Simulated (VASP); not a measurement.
BaS:

```
Ba S
1.0
     0.00000    3.19375    3.19375
     3.19375    0.00000    3.19375
     3.19375    3.19375    0.00000
Ba S
1 1
Direct
  0.00000 0.00000 0.00000
  0.50000 0.50000 0.50000
```

- Program: VASP 6.6.1
- Task: relaxation of cell and atoms
- Functional: RPBE
- Potentials or basis: VASP PAW PBE potentials, release 64 (Ba_sv, S)
- Cutoff: 600 eV
- k mesh: 7 × 7 × 7
- Occupations: fermi-dirac, width 0.05 eV
- Spin: no spin polarisation

At the start: pressure 3.0 GPa; volume 32.58 Å³/atom.

Problem. How do energy, volume and symmetry change on relaxing?

Solution. Over 3 steps the energy falls by 21.0 meV/atom and the volume is 34.94 Å³/atom (+7.3 %); space group Fm-3m (No. 225, to 0.05 Å).

The path:
| step | energy change (eV) | largest force (eV/Å) | pressure (GPa) | volume (Å³) |
| --- | --- | --- | --- | --- |
| 1 | 0.0000 | 0.0000 | 3.03 | 65.15 |
| 2 | -0.0396 | 0.0000 | -0.62 | 71.13 |
| 3 | -0.0420 | 0.0000 | 0.01 | 69.88 |

Final structure:
```xyz
2
Lattice="0.0000 3.2692 3.2692 3.2692 0.0000 3.2692 3.2692 3.2692 0.0000" Properties=species:S:1:pos:R:3 pbc="T T T"
Ba    0.0000    0.0000    0.0000
S     3.2692    3.2692    3.2692
```

Caveat: the PAW data sets were made with another functional, which shifts forces and pressure a little.
